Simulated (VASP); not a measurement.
Runs of VASP 6.6.1 on ZnS (Wurtzite-2H). It takes space group P6_3mc (No. 186, hexagonal). Conventional cell: a = 3.811 Å, b = 3.811 Å, c = 6.234 Å, α = 90.00°, β = 90.00°, γ = 120.00°. Zn (site symmetry 3m) has 4 S at 2.31 to 2.40 Å as nearest neighbours. S (site symmetry 3m) is surrounded by 4 Zn at 2.31 to 2.40 Å. 

```tsv
task	level	cell	cutoff (eV)	smearing	gap on the mesh (eV)	pressure (GPa)	relaxed volume (Å³/atom)	largest force (eV/Å)
relaxation of cell and atoms	BLYP+D3(BJ)	relaxed	600	fermi-dirac 0.05 eV	2.21	0.0	19.58	-
relaxation of cell and atoms	BLYP+D4	relaxed	600	fermi-dirac 0.05 eV	2.17	0.0	19.78	-
relaxation of cell and atoms	BLYP+D3	relaxed	600	fermi-dirac 0.05 eV	2.16	0.0	(b)	0.01
single point	PBE	as given	520	gaussian 0.028 eV	(a)	2.5	-	0.32
```

Alike in all rows: potentials or basis VASP PAW PBE potentials, release 64 (Zn, S); no spin polarisation; k mesh 8 × 8 × 5.

Task: Estimate the missing entries.

Result: (a) 2.25; (b) 19.81.

Caveats: the PAW data sets were made with another functional, which shifts forces and pressure a little (some runs).

